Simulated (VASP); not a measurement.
# CaF2 (Fluorite) (Fm-3m) in VASP: further runs, part 2 of 2

VASP 6.6.1.

### 4 Relaxation of the atoms, LDA (a relaxed cell with its volume scaled by 1.04)

Contents of INCAR:

```
PREC = Accurate ; ENCUT = 600
EDIFF = 1E-7 ; ISMEAR = 0
SIGMA = 0.03 ; LREAL = F
LASPH = T ; NELM = 80
ALGO = Fast ; ISIF = 2
LWAVE = F ; LCHARG = F
IBRION = 2 ; NSW = 40
EDIFFG = -0.01
```

Contents of KPOINTS:

```
Automatic mesh
0
Gamma
  8 8 8
```

Contents of POSCAR:

```
CaF2                                    
1.0
    0.0000000000      2.7024365145      2.7024365145
    2.7024365145      0.0000000000      2.7024365145
    2.7024365145      2.7024365145      0.0000000000
  Ca              F             
     1     2
Direct
     1.0000000000000000    0.0000000000000000    0.0000000000000000
     0.2500000000000000    0.2500000000000000    0.2500000000000000
     0.7500000000000000    0.7500000000000000    0.7500000000000000
```

Potentials or basis: VASP PAW LDA potentials, release 64 (Ca_sv, F).

On the command line:

```
$ cat potpaw_LDA.64/Ca_sv/POTCAR potpaw_LDA.64/F/POTCAR > POTCAR
$ mpirun -np 1 vasp_std > vasp.out
```

OUTCAR:

```text
PREC = Accurate
   ENCUT = 600
   EDIFF = 1E-7
   ISMEAR = 0
   LREAL = F
   LASPH = T
   NELM = 80
   ISIF = 2
   IBRION = 2
   NSW = 40
   EDIFFG = -0.01

 ion  position               nearest neighbor table
   1  0.000  0.000  0.000-   3 2.34   3 2.34   3 2.34   2 2.34   3 2.34   2 2.34   2 2.34   2 2.34

   2  0.250  0.250  0.250-   1 2.34   1 2.34   1 2.34   1 2.34
   3  0.750  0.750  0.750-   1 2.34   1 2.34   1 2.34   1 2.34

  LATTYP: Found a face centered cubic cell.
 ALAT       =     5.4048730290
[... 653 lines left out ...]

  FORCE on cell =-STRESS in cart. coord.  units (eV):
  Direction    XX          YY          ZZ          XY          YZ          ZX
  --------------------------------------------------------------------------------------
  -------------------------------------------------------------------------------------
  Total       -0.9147079     -0.9147079     -0.9147079     -0.0000000      0.0000000      0.0000000
  in kB      -37.1275678    -37.1275678    -37.1275678     -0.0000000      0.0000000      0.0000000
  external PRESSURE =     -37.1275678 kB  Pullay stress =       0.0000000 kB

 VOLUME and BASIS-vectors are now :
 -----------------------------------------------------------------------------
  energy-cutoff  :      600.00
  volume of cell :       39.47
      direct lattice vectors                 reciprocal lattice vectors
     0.000000000  2.702436514  2.702436514    -0.185018222  0.185018222  0.185018222
     2.702436514  0.000000000  2.702436514     0.185018222 -0.185018222  0.185018222
     2.702436514  2.702436514  0.000000000     0.185018222  0.185018222 -0.185018222

 POSITION                                       TOTAL-FORCE (eV/Angst)
 -----------------------------------------------------------------------------------
      0.00000      0.00000      0.00000         0.000000     -0.000000      0.000000
      1.35122      1.35122      1.35122         0.000000      0.000000      0.000000
      4.05365      4.05365      4.05365        -0.000000      0.000000     -0.000000
 -----------------------------------------------------------------------------------
    total drift:                                0.000000     -0.000000      0.000000

  FREE ENERGIE OF THE ION-ELECTRON SYSTEM (eV)
  ---------------------------------------------------
  free  energy   TOTEN  =       -18.9978676336 eV

  energy  without entropy=      -18.9978676336  energy(sigma->0) =      -18.99786763

 reached required accuracy - stopping structural energy minimisation
```

OSZICAR:

```text
N       E                     dE             d eps       ncg     rms          rms(c)
DAV:   1     0.237037702251E+03    0.23704E+03   -0.15067E+04   928   0.171E+03
DAV:   2    -0.101536550531E+02   -0.24719E+03   -0.24462E+03  1200   0.413E+02
DAV:   3    -0.198611754818E+02   -0.97075E+01   -0.97006E+01  1032   0.939E+01
[... 14 lines left out ...]
RMM:  18    -0.189978664906E+02   -0.17366E-05   -0.18092E-05  1189   0.206E-02    0.280E-03
RMM:  19    -0.189978671037E+02   -0.61306E-06   -0.66477E-06  1099   0.129E-02    0.151E-03
RMM:  20    -0.189978674439E+02   -0.34025E-06   -0.37917E-06  1055   0.899E-03    0.803E-04
RMM:  21    -0.189978675812E+02   -0.13727E-06   -0.13154E-06   901   0.566E-03    0.885E-04
RMM:  22    -0.189978676336E+02   -0.52359E-07   -0.59685E-07   843   0.439E-03
   1 F= -.18997868E+02 E0= -.18997868E+02  d E =-.189979E+02
```

CONTCAR:

```text
CaF2
   1.00000000000000
     0.0000000000000000    2.7024365145000000    2.7024365145000000
     2.7024365145000000    0.0000000000000000    2.7024365145000000
     2.7024365145000000    2.7024365145000000    0.0000000000000000
  Ca              F
     1     2
Direct
     0.0000000000000000    0.0000000000000000    0.0000000000000000
     0.2500000000000000    0.2500000000000000    0.2500000000000000
     0.7500000000000000    0.7500000000000000    0.7500000000000000

  0.00000000E+00  0.00000000E+00  0.00000000E+00
  0.00000000E+00  0.00000000E+00  0.00000000E+00
  0.00000000E+00  0.00000000E+00  0.00000000E+00
```

Run time: 14 s. Hardware: 1 thread of Intel Xeon 6975P-C (Granite Rapids), shared host; peak memory 0.16 GiB.

What came out:

```
Free energy             : -18.9979 eV
Pressure after relaxing : -3.7 GPa
Band gap on the k mesh  : 7.09 eV, indirect (least direct gap 7.36 eV)
```

Final structure:
```
Ca F
1.0
     0.00000    2.70244    2.70244
     2.70244    0.00000    2.70244
     2.70244    2.70244    0.00000
Ca F
1 2
Direct
  0.00000 0.00000 0.00000
  0.25000 0.25000 0.25000
  0.75000 0.75000 0.75000
```

Caveat: the relaxation stopped at its first step, so nothing moved. A k mesh can miss the band edges.

### 5 Relaxation of the atoms, LDA (a relaxed cell with its volume scaled by 1.06)

INCAR is that of step 4.

KPOINTS is that of step 4.

Contents of POSCAR:

```
CaF2                                    
1.0
    0.0000000000      2.7196499500      2.7196499500
    2.7196499500      0.0000000000      2.7196499500
    2.7196499500      2.7196499500      0.0000000000
  Ca              F             
     1     2
Direct
     1.0000000000000000    0.0000000000000000    0.0000000000000000
     0.2500000000000000    0.2500000000000000    0.2500000000000000
     0.7500000000000000    0.7500000000000000    0.7500000000000000
```

Potentials or basis: VASP PAW LDA potentials, release 64 (Ca_sv, F).

On the command line:

```
$ cat potpaw_LDA.64/Ca_sv/POTCAR potpaw_LDA.64/F/POTCAR > POTCAR
$ mpirun -np 1 vasp_std > vasp.out
```

OUTCAR:

```text
PREC = Accurate
   ENCUT = 600
   EDIFF = 1E-7
   ISMEAR = 0
   LREAL = F
   LASPH = T
   NELM = 80
   ISIF = 2
   IBRION = 2
   NSW = 40
   EDIFFG = -0.01

 ion  position               nearest neighbor table
   1  0.000  0.000  0.000-   3 2.36   3 2.36   3 2.36   2 2.36   3 2.36   2 2.36   2 2.36   2 2.36

   2  0.250  0.250  0.250-   1 2.36   1 2.36   1 2.36   1 2.36
   3  0.750  0.750  0.750-   1 2.36   1 2.36   1 2.36   1 2.36

  LATTYP: Found a face centered cubic cell.
 ALAT       =     5.4392999000

  Lattice vectors:

 A1 = (   0.0000000000,   2.7196499500,   2.7196499500)
 A2 = (   2.7196499500,   0.0000000000,   2.7196499500)
 A3 = (   2.7196499500,   2.7196499500,   0.0000000000)

Analysis of symmetry for initial positions (statically):
=====================================================================
 Subroutine PRICEL returns:
 Original cell was already a primitive cell.

 Routine SETGRP: Setting up the symmetry group for a
 face centered cubic supercell.

 Subroutine GETGRP returns: Found 48 space group operations
 (whereof 48 operations were pure point group operations)
 out of a pool of 48 trial point group operations.

The static configuration has the point symmetry O_h .

Analysis of symmetry for dynamics (positions and initial velocities):
=====================================================================
 Subroutine PRICEL returns:
 Original cell was already a primitive cell.

 Routine SETGRP: Setting up the symmetry group for a
 face centered cubic supercell.

 Subroutine GETGRP returns: Found 48 space group operations
 (whereof 48 operations were pure point group operations)
 out of a pool of 48 trial point group operations.

The dynamic configuration has the point symmetry O_h .

 Subroutine INISYM returns: Found 48 space group operations
 (whereof 48 operations are pure point group operations),
 and found     1 'primitive' translations

----------------------------------------------------------------------------------------

                                     Primitive cell

  volume of cell :      40.2318

  direct lattice vectors                    reciprocal lattice vectors
     0.000000000  2.719649950  2.719649950    -0.183847190  0.183847190  0.183847190
     2.719649950  0.000000000  2.719649950     0.183847190 -0.183847190  0.183847190
     2.719649950  2.719649950  0.000000000     0.183847190  0.183847190 -0.183847190

  length of vectors
     3.846165844  3.846165844  3.846165844     0.318432673  0.318432673  0.318432673

  position of ions in fractional coordinates (direct lattice)
     0.000000000  0.000000000  0.000000000
     0.250000000  0.250000000  0.250000000
     0.750000000  0.750000000  0.750000000

  ion indices of the primitive-cell ions
   primitive index   ion index
                 1           1
                 2           2
                 3           3

----------------------------------------------------------------------------------------

 KPOINTS: Automatic mesh

Automatic generation of k-mesh.
 Grid dimensions read from file:
 generate k-points for:    8    8    8

 Generating k-lattice:

  Cartesian coordinates                     Fractional coordinates (reciprocal lattice)
    -0.022980899  0.022980899  0.022980899     0.125000000  0.000000000  0.000000000
     0.022980899 -0.022980899  0.022980899     0.000000000  0.125000000  0.000000000
     0.022980899  0.022980899 -0.022980899     0.000000000  0.000000000  0.125000000

  Length of vectors
     0.039804084  0.039804084  0.039804084

  Shift w.r.t. Gamma in fractional coordinates (k-lattice)
     0.000000000  0.000000000  0.000000000

 Subroutine IBZKPT returns following result:
 ===========================================

 Found     29 irreducible k-points:

 Following reciprocal coordinates:
            Coordinates               Weight
  0.000000  0.000000  0.000000      1.000000
  0.125000  0.000000  0.000000      8.000000
  0.250000  0.000000  0.000000      8.000000
  0.375000  0.000000  0.000000      8.000000
  0.500000  0.000000  0.000000      4.000000
  0.125000  0.125000  0.000000      6.000000
[... 16 lines left out ...]
  0.500000  0.250000  0.125000     48.000000
 -0.375000  0.250000  0.125000     24.000000
 [... further k-points ...]
   k-points           NKPTS =     29   k-points in BZ     NKDIM =     29   number of bands    NBANDS=     16
   number of dos      NEDOS =    301   number of ions     NIONS =      3
   total plane-waves  NPLWV =  32768
   dimension x,y,z NGX =    32 NGY =   32 NGZ =   32
   dimension x,y,z NGXF=    64 NGYF=   64 NGZF=   64
   ions per type =               1   2
   NGX,Y,Z   is equivalent  to a cutoff of  13.83, 13.83, 13.83 a.u.
   NGXF,Y,Z  is equivalent  to a cutoff of  27.66, 27.66, 27.66 a.u.
 SYSTEM =  unknown system
   PREC   = accura    normal or accurate (medium, high low for compatibility)
   ISTART =      0    job   : 0-new  1-cont  2-samecut
   ICHARG =      2    charge: 1-file 2-atom 10-const
   ISPIN  =      1    spin polarized calculation?
   LNONCOLLINEAR =      F non collinear calculations
   LSORBIT =      F    spin-orbit coupling
   LASPH  =      T    aspherical Exc in radial PAW
   ENCUT  =  600.0 eV  44.10 Ry    6.64 a.u.   7.68  7.68  7.68*2*pi/ulx,y,z
   NELM   =     80;   NELMIN=  2; NELMDL= -5     # of ELM steps
   EDIFF  = 0.1E-06   stopping-criterion for ELM
   LREAL  =      F    real-space projection
   EDIFFG = -.1E-01   stopping-criterion for IOM
   NSW    =     40    number of steps for IOM
   IBRION =      2    ionic relax: 0-MD 1-quasi-New 2-CG
   NFREE  =      1    steps in history (QN), initial steepest desc. (CG)
   ISIF   =      2    stress and relaxation
   ISYM   =      2    0-nonsym 1-usesym 2-fastsym
   POTIM  = 0.5000    time-step for ionic-motion
   TEBEG  =    0.0;   TEEND  =   0.0 temperature during run
   PSTRESS=    0.0 pullay stress
   NELECT =      24.0000    total number of electrons
   NUPDOWN=      -1.0000    fix difference up-down
   EMIN   =  10.00;   EMAX   =-10.00  energy-range for DOS
   EFERMI =   0.00;   METHOD = LEGACY
   ISMEAR =     0;   SIGMA  =   0.03  broadening in eV -4-tet -1-fermi 0-gaus
   EFERMI_NEDOS =   21; number of points for ismear=-14 and -15
   IALGO  =     68    algorithm
   IMIX   =      4    mixing-type and parameters
     AMIX     =   0.40;   BMIX     =  1.00
     AMIX_MAG =   1.60;   BMIX_MAG =  1.00
  volume/ion in A,a.u.               =      13.41        90.50
  Fermi-wavevector in a.u.,A,eV,Ry     =   1.378126  2.604280 25.840608  1.899231
  Thomas-Fermi vector in A             =   2.503216
   LORBIT       =      0    0 simple, 1 ext, 2 COOP (PROOUT), +10 PAW based schemes
   GGA     = CA    functional components
   LHFCALC =     F    Hartree Fock is set to
   AEXX    =    0.0000 exact exchange contribution
   IVDW    =     0    specifies the selected vdW correction
   LEPSILON=     F    determine dielectric tensor
   LRPA    =     F    only Hartree local field effects (RPA)
 conjugate gradient relaxation of ions
 non-spin polarized calculation
 RMM-DIIS sequential band-by-band and
 Gauss-broadening in eV      SIGMA  =   0.03
  energy-cutoff  :      600.00
  volume of cell :       40.23
 maximum number of plane-waves:      1363
   NGX = 15   NGY = 15   NGZ = 15

 number of electron      23.9999986 magnetization

 Free energy of the ion-electron system (eV)
  ---------------------------------------------------
  ext. energy  EPLUGINS =         0.00000000
  ---------------------------------------------------
  free energy    TOTEN  =       -18.97874150 eV

  energy without entropy =      -18.97874150  energy(sigma->0) =      -18.97874150

 E-fermi :  -1.1413     XC(G=0): -10.4344

 val. band max:       -1.2935289922   @ k =   0.5000   0.5000   0.0000
 cond. band min:       5.6853643811   @ k =   0.0000   0.0000   0.0000
 fundamental gap:      6.9788933733
 Fermi energy:        -1.1413420957

 k-point     1 :       0.0000    0.0000    0.0000
  band No.  band energies     occupation
      1     -36.6662      2.00000
      2     -20.8547      2.00000
      3     -20.0156      2.00000
      4     -17.9079      2.00000
      5     -17.9079      2.00000
      6     -17.9079      2.00000
[... 433 lines left out ...]
      3     -20.6836      2.00000
      4     -17.9851      2.00000
      5     -17.7268      2.00000
      6     -17.4402      2.00000
[... 8 lines left out ...]
     15       8.5494      0.00000
     16       9.0004      0.00000

 [... further k-points ...]

------------------------ aborting loop because EDIFF is reached ----------------------------------------

  FORCE on cell =-STRESS in cart. coord.  units (eV):
  Direction    XX          YY          ZZ          XY          YZ          ZX
  --------------------------------------------------------------------------------------
  -------------------------------------------------------------------------------------
  Total       -1.3160080     -1.3160080     -1.3160080      0.0000000      0.0000000      0.0000000
  in kB      -52.4083013    -52.4083013    -52.4083013      0.0000000      0.0000000      0.0000000
  external PRESSURE =     -52.4083013 kB  Pullay stress =       0.0000000 kB

 VOLUME and BASIS-vectors are now :
 -----------------------------------------------------------------------------
  energy-cutoff  :      600.00
  volume of cell :       40.23
      direct lattice vectors                 reciprocal lattice vectors
     0.000000000  2.719649950  2.719649950    -0.183847190  0.183847190  0.183847190
     2.719649950  0.000000000  2.719649950     0.183847190 -0.183847190  0.183847190
     2.719649950  2.719649950  0.000000000     0.183847190  0.183847190 -0.183847190

 POSITION                                       TOTAL-FORCE (eV/Angst)
 -----------------------------------------------------------------------------------
      0.00000      0.00000      0.00000         0.000000     -0.000000      0.000000
      1.35982      1.35982      1.35982        -0.000000     -0.000000      0.000000
      4.07947      4.07947      4.07947         0.000000      0.000000     -0.000000
 -----------------------------------------------------------------------------------
    total drift:                                0.000000     -0.000000      0.000000

  FREE ENERGIE OF THE ION-ELECTRON SYSTEM (eV)
  ---------------------------------------------------
  free  energy   TOTEN  =       -18.9787415011 eV

  energy  without entropy=      -18.9787415011  energy(sigma->0) =      -18.97874150

 reached required accuracy - stopping structural energy minimisation
```

OSZICAR:

```text
N       E                     dE             d eps       ncg     rms          rms(c)
DAV:   1     0.232933229740E+03    0.23293E+03   -0.14874E+04   928   0.170E+03
DAV:   2    -0.956318461380E+01   -0.24250E+03   -0.23846E+03  1168   0.399E+02
[... 15 lines left out ...]
RMM:  18    -0.189787473537E+02   -0.10338E-04   -0.38412E-04   994   0.159E-01    0.238E-02
RMM:  19    -0.189787523799E+02   -0.50263E-05   -0.49173E-05  1109   0.479E-02    0.290E-02
RMM:  20    -0.189787448183E+02    0.75616E-05   -0.11283E-04   963   0.886E-02    0.172E-02
RMM:  21    -0.189787431066E+02    0.17117E-05   -0.68874E-06  1048   0.244E-02    0.122E-02
RMM:  22    -0.189787412630E+02    0.18436E-05   -0.90409E-06   995   0.228E-02    0.101E-03
RMM:  23    -0.189787414928E+02   -0.22983E-06   -0.23685E-06  1009   0.946E-03    0.191E-03
RMM:  24    -0.189787415011E+02   -0.82559E-08   -0.64415E-07   748   0.432E-03
   1 F= -.18978742E+02 E0= -.18978742E+02  d E =-.189787E+02
```

Run time: 15 s. Hardware: 1 thread of Intel Xeon 6975P-C (Granite Rapids), shared host; peak memory 0.17 GiB.

Results:

| Property | Result |
| --- | --- |
| Free energy | -18.9787 eV |
| Pressure after relaxing | -5.2 GPa |
| Band gap on the k mesh | 6.98 eV, indirect (least direct gap 7.24 eV) |

Final structure:
```
CELL_PARAMETERS angstrom
0.00000 2.71965 2.71965
2.71965 0.00000 2.71965
2.71965 2.71965 0.00000
ATOMIC_POSITIONS crystal
Ca 0.00000 0.00000 0.00000
F 0.25000 0.25000 0.25000
F 0.75000 0.75000 0.75000
```

Caveat: the relaxation stopped at its first step, so nothing moved. A k mesh can miss the band edges.

### 6 The runs side by side

```tsv
cell	gap on the mesh (eV)	pressure (GPa)
atoms relaxed	7.33	0.0
atoms relaxed from: a relaxed cell with its volume scaled by 1.02	7.21	-2.0
atoms relaxed from: a relaxed cell with its volume scaled by 1.04	7.09	-3.7
atoms relaxed from: a relaxed cell with its volume scaled by 1.06	6.98	-5.2
```

Alike in all rows: task relaxation of the atoms; level LDA; potentials or basis VASP PAW LDA potentials, release 64 (Ca_sv, F); no spin polarisation; k mesh 8 × 8 × 8; cutoff (eV) 600; smearing gaussian 0.03 eV.

Caveats: the relaxation stopped at its first step, so nothing moved.

Total energies depend on the potentials used, so only differences within one code and one set of settings carry meaning.
